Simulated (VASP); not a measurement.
Here is a VASP 6.6.1 calculation.

Contents of INCAR:

```
SYSTEM = HfO2
PREC     = Accurate       ! precision mode
ENCUT    = 520            ! plane-wave cutoff, eV
EDIFF    = 1E-6           ! SCF threshold, eV
ISMEAR   = 0              ! smearing method
SIGMA    = 0.02           ! smearing width, eV
LREAL    = .False.        ! projectors in reciprocal space
LASPH    = .True.         ! aspherical terms in the spheres
NELM     = 100            ! most SCF steps
ALGO     = Fast           ! electronic algorithm
ISIF     = 2              ! what is computed and relaxed
LWAVE    = .False.        ! write WAVECAR
LCHARG   = .False.        ! write CHGCAR
MAGMOM   = 0 0 0 0 0 0 0 0 0 ! initial moments
LORBIT   = 11             ! projections on sites
LSORBIT  = .True.         ! spin-orbit coupling
GGA_COMPAT= .False.      
LMAXMIX  = 4              ! l up to which the mixer works
GGA      = PE             ! functional
KPAR     = 2
```

The input KPOINTS:

```
Automatic mesh
0
Gamma
  8 8 8
  0 0 0
```

File POSCAR:

```
HfO2
1.0
    0.0000000000      2.5575000000      2.5575000000
    2.5575000000      0.0000000000      2.5575000000
    2.5575000000      2.5575000000      0.0000000000
Hf O
1 2
Direct
    0.0000000000      0.0000000000      0.0000000000
    0.7500000000      0.7500000000      0.7500000000
    0.2500000000      0.2500000000      0.2500000000
```

The input KPOINTS_OPT:

```
path GXWKGLUWLK,UX
10
line-mode
reciprocal
 0.0000000000  0.0000000000  0.0000000000  G
 0.5000000000  0.0000000000  0.5000000000  X

 0.5000000000  0.0000000000  0.5000000000  X
 0.5000000000  0.2500000000  0.7500000000  W

 0.5000000000  0.2500000000  0.7500000000  W
 0.3750000000  0.3750000000  0.7500000000  K

 0.3750000000  0.3750000000  0.7500000000  K
 0.0000000000  0.0000000000  0.0000000000  G

 0.0000000000  0.0000000000  0.0000000000  G
 0.5000000000  0.5000000000  0.5000000000  L

 0.5000000000  0.5000000000  0.5000000000  L
 0.6250000000  0.2500000000  0.6250000000  U

 0.6250000000  0.2500000000  0.6250000000  U
 0.5000000000  0.2500000000  0.7500000000  W

 0.5000000000  0.2500000000  0.7500000000  W
 0.5000000000  0.5000000000  0.5000000000  L

 0.5000000000  0.5000000000  0.5000000000  L
 0.3750000000  0.3750000000  0.7500000000  K

 0.6250000000  0.2500000000  0.6250000000  U
 0.5000000000  0.0000000000  0.5000000000  X
```

Potentials or basis: VASP PAW PBE potentials, release 64 (Hf_pv, O).

Launch:

```sh
$ cat potpaw_PBE.64/Hf_pv/POTCAR potpaw_PBE.64/O/POTCAR > POTCAR
$ mpirun -np 2 vasp_ncl > vasp.out
```

Task: What does it give for the pressure?

Result: -5.8 GPa.
